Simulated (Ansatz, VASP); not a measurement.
## Bi: VASP beside Ansatz

```
CELL_PARAMETERS angstrom
-1.87713 1.87713 1.87713
1.87713 -1.87713 1.87713
1.87713 1.87713 -1.87713
ATOMIC_POSITIONS crystal
Bi 0.00000 0.00000 0.00000
```

This isn't the form of Bi at room conditions, which is rhombohedral.

Alike in both runs: functional PBEsol; k mesh 16 × 16 × 16; occupations methfessel-paxton of order 1, width 0.2 eV; no spin polarisation.

Ansatz relaxed the structure, and its values are those at the end. VASP's run is a single point on that final structure, the one shown.

|  | VASP | Ansatz |
| --- | --- | --- |
| version | VASP 6.6.1 | Ansatz 0.2.0 |
| potentials or method | VASP PAW PBE potentials, release 64 (Bi_d) | scalar-relativistic, plane waves, PAW |
| plane-wave cutoff (eV) | 520 | 420 |
| valence electrons in the cell | 15 | 15 |

```csv
,VASP,Ansatz,Ansatz less VASP
gap on the k mesh at the Fermi level (eV),none,none,-
pressure (GPa),10.1,10.1,+0.03
```

A gap of «none» marks a metal or a gap that the smearing closes. The functional is the same, so the differences come from potentials, cutoffs and numerics.

Caveats: the PAW data sets were made with another functional, which shifts forces and pressure a little (VASP); spin-orbit coupling is left out, which moves the levels of the heavy elements.
